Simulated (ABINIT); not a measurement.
Au, 1 atom in the cell. The structure is cubic, space group Pm-3m (No. 221). Conventional cell: a = 2.748 Å, b = 2.748 Å, c = 2.748 Å, α = 90.00°, β = 90.00°, γ = 90.00°. Au (site symmetry m-3m) is surrounded by 6 Au at 2.75 Å. The cell was built by a generator and needn't be a form met in nature.

- Program: ABINIT 10.8.3 (patched build)
- Task: band structure
- Functional: AM05
- Potentials or basis: JTH PAW PBE v2.0
- Cutoff: 653 eV
- k mesh: 10 × 10 × 10
- Occupations: fermi-dirac, width 0.05 eV
- Spin: no spin polarisation
- Fine-grid cutoff: 1251.72 eV

Potentials or basis: JTH PAW PBE v2.0.

Command:

```console
$ abinit run.abi > log 2>&1
```

Hardware: 1 thread of Arm Neoverse V2 (shared host).

Q: How long does it take, and how much memory?

A: It took 27 s on 1 thread of Arm Neoverse V2, on a shared host, peak memory 0.11 GiB. Counts: scf iterations 22, mpi ranks 1, k points 56, bands 10, plane waves 800.
